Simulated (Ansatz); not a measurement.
# A series in volume scale on GaAs

Results calculated with Ansatz 0.2.0, not measured. Periodic Kohn-Sham DFT of a crystal at fixed atoms, scaled to volume_scale times the given cell; pressure positive in compression, energy less spherical unpolarised free atoms, largest_vzz the field gradient of largest size among the nuclei.

The cell before it is scaled or strained (space group F-43m, No. 216):
```
cell vectors (Å)
   0.0000     2.8268     2.8268
   2.8268     0.0000     2.8268
   2.8268     2.8268     0.0000
atoms (fractions of the cell vectors)
Ga  0.00000  0.00000  0.00000
As  0.75000  0.75000  0.75000
```

Settings of every row: method frozen-core PAW; functional PBE; relativity scalar; k mesh 11x11x11; filling fermi-dirac; smearing width 0.05 eV; wave cutoff 420 eV; paw set soft_2.

Atom start moment: 0 on all atoms.

Limits: small gap, it may come from the mesh.

| row | volume scale | V (Å³/atom) | pressure (GPa) |
| --- | --- | --- | --- |
| 1 | 0.94 | 21.233 | 8.677 |
| 2 | 0.96 | 21.687 | 6.683 |
| 3 | 0.98 | 22.139 | 4.895 |
| 4 | 0.99 | 22.363 | 4.071 |
| 5 | 1.01 | 22.814 | 2.552 |
| 6 | 1.02 | 23.04 | 1.853 |
| 7 | 1.04 | 23.494 | ? |

Question: what pressure should row 7 give?

Worked fit of pressure. Take u = (V_r/V)^(2/3) − 1 with V_r = 22.251 Å³ an atom, which is twice the finite (Eulerian) strain; such expansions in the strain, on which the Birch-Murnaghan equation of state is built, carry the rest volume and the bulk modulus. The shown rows have u = 0.03171, 0.01726, 0.00337, -0.00334, -0.01652, -0.02296. Least squares give pressure = 4.4779 + 121.973 × u + 330.37 × u² GPa; a straight line predicts inner rows, each left out in turn, worse (root mean square 0.1 against 0.0034 GPa). The rows lie off it by -0.001, 0.001, 0.002, -0.003, -0.001, 0.001. The withheld row has u = -0.03559, so the fit gives 4.4779 + 121.973 × (-0.03559) + 330.37 × (-0.03559)² = 0.555 GPa.

The calculation gave 0.568 GPa. The fit lies 0.013 GPa (2.3 % of the value, 0.16 % of the column's range) below it; its largest miss of a shown row is 0.003 GPa. This row lies beyond the range of the fit.
